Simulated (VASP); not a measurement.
# Y: single point with LDA

Y:

```
Y
1.0
     0.00000    2.68380    2.48500
     2.68380    0.00000    2.48500
     2.68380    2.68380    0.00000
Y
1
Direct
  0.00000 0.00000 0.00000
```

The cell isn't the ideal one: strain +0.080 along x and y, +0.000 along z, atoms carried along.

```json
{
 "Program": "VASP 6.6.1",
 "Task": "single point",
 "Functional": "LDA",
 "Potentials or basis": "VASP PAW LDA potentials, release 64 (Y_sv)",
 "Cutoff": "520 eV",
 "k mesh": "16 × 16 × 16",
 "Occupations": "gaussian, width 0.15 eV",
 "Spin": "no spin polarisation",
 "Dipole correction": "no",
 "Further INCAR settings": "ALGO = Fast; EDIFF = 1e-07; NBANDS = 12"
}
```

The pressure is -6.5 GPa and the band gap on the k mesh is none (metal or under the smearing width).

Stress tensor (GPa, compression positive):
```
-7.04  0.00  0.00
 0.00 -7.04  0.00
 0.00  0.00 -5.31
```

Levels at points of the mesh, in eV from the Fermi level:
```tsv
k point	band 3	band 4	band 5	band 6	band 7	band 8
(0.00, 0.00, 0.00)	-22.58	-22.58	-4.59	1.45	1.45	1.99
(0.50, 0.00, 0.00)	-22.66	-22.61	-1.89	0.47	1.15	1.81
(0.50, 0.50, 0.00)	-22.77	-22.77	-1.47	-0.85	2.37	4.64
(0.50, 0.00, 0.50)	-22.74	-22.69	-1.61	-0.67	1.49	4.57
```

Wall time 2.6 min on 1 thread of Intel(R) Xeon(R) Platinum 8259CL CPU @ 2.50GHz (Skylake/Cascade Lake), on a shared host, peak memory 0.28 GiB.
